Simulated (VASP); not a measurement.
# Co (P-3m1) in VASP: notebook

The runs below take Co through single point, with LDA.

All numbers are computed with VASP 6.6.1; they aren't measurements. Logs are shortened: lines on timing, memory, paths and dates and some standing lists are left out, and cuts for length are marked.

## (1) The structure

Symmetry: P-3m1, No. 164, trigonal system. Conventional cell: a = 2.487 Å, b = 2.487 Å, c = 4.063 Å, α = 90.00°, β = 90.00°, γ = 120.00°. Co (site symmetry 3m) has 12 Co at 2.42 to 2.55 Å as nearest neighbours.

This isn't the form of Co at room conditions, which is hcp.

## (2) Single point, LDA, collinear spin, ferromagnetic start

Contents of INCAR:

```
PREC = Accurate
ENCUT = 400
EDIFF = 1E-6
ISMEAR = -1
SIGMA = 0.1
LREAL = False
LASPH = True
NELM = 100
ALGO = Normal
ISIF = 2
LWAVE = False
LCHARG = False
ISPIN = 2
MAGMOM = 2 2
LORBIT = 11
LMAXMIX = 4
GGA = CA
NBANDS = 20
ADDGRID = False
```

Contents of KPOINTS:

```
Automatic mesh
0
Gamma
  4 4 2
```

Contents of POSCAR:

```
Co
1.0
    2.4873648738      0.0000000000      0.0000000000
   -1.2436824369      2.1541211692      0.0000000000
    0.0000000000      0.0000000000      4.0632895034
Co
2
Direct
    0.3275520000      0.6759820000      0.7288160000
    0.6891290000      0.3188900000      0.2643300000
```

Potentials or basis: VASP PAW LDA potentials, release 64 (Co).

Command:

```
cat potpaw_LDA.64/Co/POTCAR > POTCAR
mpirun -np 1 vasp_std > vasp.out
```

OUTCAR:

```text
PREC = Accurate
   ENCUT = 400
   EDIFF = 1E-6
   ISMEAR = -1
   LREAL = False
   LASPH = True
   NELM = 100
   ISIF = 2
   ISPIN = 2
   LORBIT = 11
   GGA = CA

 Found     20 irreducible k-points:

 Following reciprocal coordinates:
            Coordinates               Weight
  0.000000  0.000000  0.000000      1.000000
  0.250000 -0.000000  0.000000      2.000000
  0.000000  0.250000  0.000000      2.000000
 -0.250000  0.250000  0.000000      2.000000
  0.500000 -0.000000  0.000000      1.000000
  0.000000  0.500000  0.000000      1.000000
   k-points           NKPTS =     20   k-points in BZ     NKDIM =     20   number of bands    NBANDS=     20
   number of dos      NEDOS =    301   number of ions     NIONS =      2
   total plane-waves  NPLWV =   7168
   dimension x,y,z NGX =    16 NGY =   16 NGZ =   28
   dimension x,y,z NGXF=    32 NGYF=   32 NGZF=   56
   ions per type =               2
   NGX,Y,Z   is equivalent  to a cutoff of  10.69, 10.69, 11.46 a.u.
   NGXF,Y,Z  is equivalent  to a cutoff of  21.39, 21.39, 22.91 a.u.
 SYSTEM =  unknown system
   PREC   = accura    normal or accurate (medium, high low for compatibility)
   ISTART =      0    job   : 0-new  1-cont  2-samecut
   ICHARG =      2    charge: 1-file 2-atom 10-const
   ISPIN  =      2    spin polarized calculation?
   LNONCOLLINEAR =      F non collinear calculations
   LSORBIT =      F    spin-orbit coupling
   LASPH  =      T    aspherical Exc in radial PAW
   ENCUT  =  400.0 eV  29.40 Ry    5.42 a.u.   4.06  4.06  6.63*2*pi/ulx,y,z
   NELM   =    100;   NELMIN=  2; NELMDL= -5     # of ELM steps
   EDIFF  = 0.1E-05   stopping-criterion for ELM
   LREAL  =      F    real-space projection
   EDIFFG = 0.1E-04   stopping-criterion for IOM
   NSW    =      0    number of steps for IOM
   IBRION =     -1    ionic relax: 0-MD 1-quasi-New 2-CG
   NFREE  =      0    steps in history (QN), initial steepest desc. (CG)
   ISIF   =      2    stress and relaxation
   ISYM   =      2    0-nonsym 1-usesym 2-fastsym
   POTIM  = 0.5000    time-step for ionic-motion
   TEBEG  =    0.0;   TEEND  =   0.0 temperature during run
   PSTRESS=    0.0 pullay stress
   NELECT =      18.0000    total number of electrons
   NUPDOWN=      -1.0000    fix difference up-down
   EMIN   =  10.00;   EMAX   =-10.00  energy-range for DOS
   EFERMI =   0.00;   METHOD = LEGACY
   ISMEAR =    -1;   SIGMA  =   0.10  broadening in eV -4-tet -1-fermi 0-gaus
   EFERMI_NEDOS =   21; number of points for ismear=-14 and -15
   IALGO  =     38    algorithm
   IMIX   =      4    mixing-type and parameters
     AMIX     =   0.40;   BMIX     =  1.00
     AMIX_MAG =   1.60;   BMIX_MAG =  1.00
  volume/ion in A,a.u.               =      10.89        73.46
  Fermi-wavevector in a.u.,A,eV,Ry     =   1.536514  2.903591 32.121660  2.360875
  Thomas-Fermi vector in A             =   2.643152
   LORBIT       =     11    0 simple, 1 ext, 2 COOP (PROOUT), +10 PAW based schemes
   GGA     = CA    functional components
   LHFCALC =     F    Hartree Fock is set to
   AEXX    =    0.0000 exact exchange contribution
   IVDW    =     0    specifies the selected vdW correction
   LEPSILON=     F    determine dielectric tensor
   LRPA    =     F    only Hartree local field effects (RPA)
 spin polarized calculation
  energy-cutoff  :      400.00
  volume of cell :       21.77
 maximum number of plane-waves:       412
   NGX =  9   NGY =  9   NGZ = 13

 number of electron      18.0000003 magnetization       3.2460961

 Free energy of the ion-electron system (eV)
  ---------------------------------------------------
  ext. energy  EPLUGINS =         0.00000000
  ---------------------------------------------------
  free energy    TOTEN  =       -16.07353162 eV

  energy without entropy =      -15.98692586  energy(sigma->0) =      -16.03022874

 E-fermi :   9.9197     XC(G=0): -13.6962

 val. band max:        9.8892920909   @ k =   0.2500  -0.0000   0.0000
 cond. band min:       9.9324856233   @ k =   0.5000   0.2500   0.5000
 fundamental gap:      0.0431935325
 Fermi energy:         9.9196572527

 spin component 1

 k-point     1 :       0.0000    0.0000    0.0000
  band No.  band energies     occupation
      1       0.9489      1.00000
      2       4.7825      1.00000
      3       7.3302      1.00000
      4       7.4106      1.00000
      5       7.4867      1.00000
      6       7.7165      1.00000
[... 12 lines left out ...]
     19      36.0472      0.00000
     20      36.1947      0.00000

 k-point     2 :       0.2500   -0.0000    0.0000
  band No.  band energies     occupation
      1       2.9753      1.00000
      2       5.6709      1.00000
      3       6.4437      1.00000
      4       6.8299      1.00000
      5       7.3567      1.00000
      6       7.6612      1.00000
[... 12 lines left out ...]
     19      34.5686      0.00000
     20      38.1970      0.00000

 k-point     3 :       0.0000    0.2500    0.0000
  band No.  band energies     occupation
      1       2.9746      1.00000
      2       5.6654      1.00000
      3       6.4363      1.00000
      4       6.8353      1.00000
      5       7.3583      1.00000
      6       7.6567      1.00000
[... 12 lines left out ...]
     19      34.5634      0.00000
     20      38.1880      0.00000

 k-point     4 :      -0.2500    0.2500    0.0000
  band No.  band energies     occupation
      1       2.9592      1.00000
      2       5.5374      1.00000
      3       6.3072      1.00000
      4       6.9213      1.00000
      5       7.4649      1.00000
      6       7.5620      1.00000
[... 12 lines left out ...]
     19      34.3818      0.00000
     20      38.1582      0.00000

 k-point     5 :       0.5000   -0.0000    0.0000
  band No.  band energies     occupation
      1       5.2073      1.00000
      2       5.2892      1.00000
      3       5.6366      1.00000
      4       7.3095      1.00000
      5       7.3933      1.00000
      6       7.4336      1.00000
[... 12 lines left out ...]
     19      32.5035      0.00000
     20      34.9733      0.00000

 k-point     6 :       0.0000    0.5000    0.0000
  band No.  band energies     occupation
      1       5.2062      1.00000
      2       5.2779      1.00000
      3       5.6245      1.00000
      4       7.3114      1.00000
      5       7.4109      1.00000
      6       7.4525      1.00000
[... 12 lines left out ...]
     19      32.4987      0.00000
     20      35.0073      0.00000

 [... further k-points ...]

 spin component 2

 k-point     1 :       0.0000    0.0000    0.0000
  band No.  band energies     occupation
      1       1.1810      1.00000
      2       5.7088      1.00000
      3       8.7373      0.99999
      4       8.8360      0.99998
      5       8.9399      0.99994
      6       9.1788      0.99939
[... 12 lines left out ...]
     19      36.5161      0.00000
     20      36.6191      0.00000

 k-point     2 :       0.2500   -0.0000    0.0000
  band No.  band energies     occupation
      1       3.2441      1.00000
      2       6.7598      1.00000
      3       7.5855      1.00000
      4       8.0409      1.00000
      5       8.6902      1.00000
      6       9.1234      0.99965
[... 12 lines left out ...]
     19      34.7840      0.00000
     20      38.6326      0.00000

 k-point     3 :       0.0000    0.2500    0.0000
  band No.  band energies     occupation
      1       3.2435      1.00000
      2       6.7553      1.00000
      3       7.5761      1.00000
      4       8.0472      1.00000
      5       8.6955      1.00000
      6       9.1202      0.99966
[... 12 lines left out ...]
     19      34.7776      0.00000
     20      38.6094      0.00000

 k-point     4 :      -0.2500    0.2500    0.0000
  band No.  band energies     occupation
      1       3.2316      1.00000
      2       6.6470      1.00000
      3       7.4290      1.00000
      4       8.1352      1.00000
      5       8.8509      0.99998
      6       9.0515      0.99983
[... 12 lines left out ...]
     19      34.6740      0.00000
     20      38.6216      0.00000

 k-point     5 :       0.5000   -0.0000    0.0000
  band No.  band energies     occupation
      1       6.1665      1.00000
      2       6.2923      1.00000
      3       6.7940      1.00000
      4       8.2056      1.00000
      5       8.6944      1.00000
      6       8.8696      0.99997
[... 12 lines left out ...]
     19      32.7715      0.00000
     20      35.3765      0.00000

 k-point     6 :       0.0000    0.5000    0.0000
  band No.  band energies     occupation
      1       6.1547      1.00000
      2       6.2938      1.00000
      3       6.7812      1.00000
      4       8.2171      1.00000
      5       8.7112      0.99999
      6       8.8758      0.99997
[... 12 lines left out ...]
     19      32.7598      0.00000
     20      35.4129      0.00000

 [... further k-points ...]

------------------------ aborting loop because EDIFF is reached ----------------------------------------

  FORCE on cell =-STRESS in cart. coord.  units (eV):
  Direction    XX          YY          ZZ          XY          YZ          ZX
  --------------------------------------------------------------------------------------
  -------------------------------------------------------------------------------------
  Total       -2.3253431     -2.1620510     -1.6676651      0.1539572     -0.1196036      0.2391912
  in kB     -171.1237252   -159.1069401   -122.7247115     11.3298264     -8.8017162     17.6022603
  external PRESSURE =    -150.9851256 kB  Pullay stress =       0.0000000 kB

 VOLUME and BASIS-vectors are now :
 -----------------------------------------------------------------------------
  energy-cutoff  :      400.00
  volume of cell :       21.77
      direct lattice vectors                 reciprocal lattice vectors
     2.487364874  0.000000000  0.000000000     0.402031889  0.232113220  0.000000000
    -1.243682437  2.154121169  0.000000000     0.000000000  0.464226439  0.000000000
     0.000000000  0.000000000  4.063289503     0.000000000  0.000000000  0.246106018

 POSITION                                       TOTAL-FORCE (eV/Angst)
 -----------------------------------------------------------------------------------
     -0.02597      1.45615      2.96139         0.299908     -0.151848      0.767586
      1.31752      0.68693      1.07405        -0.299908      0.151848     -0.767586
 -----------------------------------------------------------------------------------
    total drift:                                0.000026     -0.000033      0.000069

  FREE ENERGIE OF THE ION-ELECTRON SYSTEM (eV)
  ---------------------------------------------------
  free  energy   TOTEN  =       -16.0735316246 eV

  energy  without entropy=      -15.9869258551  energy(sigma->0) =      -16.03022874

 total charge

# of ion       s       p       d       tot
------------------------------------------
    1        0.498   0.501   7.304   8.303
    2        0.498   0.501   7.304   8.303
--------------------------------------------------
tot          0.996   1.003  14.607  16.606

 magnetization (x)

# of ion       s       p       d       tot
------------------------------------------
    1       -0.008  -0.018   1.639   1.613
    2       -0.008  -0.018   1.639   1.613
--------------------------------------------------
tot         -0.016  -0.035   3.277   3.226
```

It took 4.4 s on 1 thread of Intel Xeon 6975P-C (Granite Rapids), shared host; peak memory 0.12 GiB.

These settings aren't checked as converged: the numbers below hold their error.

What came out:

```
Free energy                                           : -16.0735 eV
Pressure                                              : -15.1 GPa
Largest force                                         : 0.838 eV/Å
Band gap on the k mesh                                : none (metal or under the smearing width)
Net moment                                            : 3.25 μB per cell
Site moments                                          : Co +1.61 μB
Valence electrons inside the program's atomic spheres : Co 8.30
```

Caveat: the k mesh is coarse (spacing up to 0.77 Å⁻¹), so the values aren't converged.

## (3) Single point, LDA, collinear spin, ferromagnetic start

Changes to INCAR since step 2:

```diff
@@ -1,3 +1,3 @@
 PREC = Accurate
-ENCUT = 400
+ENCUT = 460
 EDIFF = 1E-6
```

KPOINTS is that of step 2.

Contents of POSCAR:

```
Co
1.0
    2.4873648738      0.0000000000      0.0000000000
   -1.2436824369      2.1541211692      0.0000000000
    0.0000000000      0.0000000000      4.0632895034
Co
2
Direct
    0.3333333333      0.6666666667      0.7401390000
    0.6666666667      0.3333333333      0.2598610000
```

Potentials or basis: VASP PAW LDA potentials, release 64 (Co).

Command:

```
cat potpaw_LDA.64/Co/POTCAR > POTCAR
mpirun -np 1 vasp_std > vasp.out
```

Wall time 3.6 s (1 thread of Intel Xeon 6975P-C (Granite Rapids), shared host); peak memory 0.12 GiB.

These settings aren't checked as converged: the numbers below hold their error.

Results:

* Free energy: -16.1235 eV
* Pressure: -16.7 GPa
* Largest force: 0.324 eV/Å
* Band gap on the k mesh: none (metal or under the smearing width)
* Net moment: 3.26 μB per cell
* Site moments: Co +1.62 μB
* Valence electrons inside the program's atomic spheres: Co 8.29

Caveat: the k mesh is coarse (spacing up to 0.77 Å⁻¹), so the values aren't converged.

(Part 1 of 2 ends here.)
